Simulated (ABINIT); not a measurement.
Runs of ABINIT 10.8.3 (patched build) on MgF2 (Sellaite). Symmetry: P4_2/mnm, No. 136, tetragonal system. The conventional cell has a = 4.625 Å, b = 4.625 Å, c = 3.052 Å, α = 90.00°, β = 90.00°, γ = 90.00°. Mg (site symmetry mmm) has 6 F at 1.98 to 2.00 Å as nearest neighbours. F (site symmetry m2m) is surrounded by 3 Mg at 1.98 to 2.00 Å. 

| potentials or basis | cutoff (eV) | fine-grid cutoff | gap on the mesh (eV) | pressure (GPa) | largest force (eV/Å) |
| --- | --- | --- | --- | --- | --- |
| SG15 NC PBE v1.2 | 1361 | - | (a) | (b) | 0.07 |
| Ansatz NC r2SCAN | 1497 | - | 8.07 | -0.7 | - |
| JTH PAW PBE v2.0 | 762 | 1360.57 eV | 8.05 | (c) | - |
| PseudoDojo NC SR PBE v0.4.1 standard | 1361 | - | 7.81 | -0.1 | 0.01 |
| Ansatz PAW PBE default generated set, frozen core | 517 | 1034.03 eV | 8.05 | -0.6 | - |

Alike in all rows: task single point; level r2SCAN; no spin polarisation; cell as given; k mesh 3 × 3 × 5; smearing fermi-dirac 0.05 eV; the mesh is coarse, so values aren't converged.

**Question.** Estimate the missing entries.

**Answer.** (a) 8.04; (b) -0.3; (c) -0.9.

Caveats: all runs use coarse meshes; the potentials were made for another functional, which shifts forces and pressure (some runs); the PAW data sets were made with another functional, which shifts forces and pressure a little (some runs); a meta-GGA on potentials with a model core is unreliable (some runs); the atomic spheres overlap (some runs).

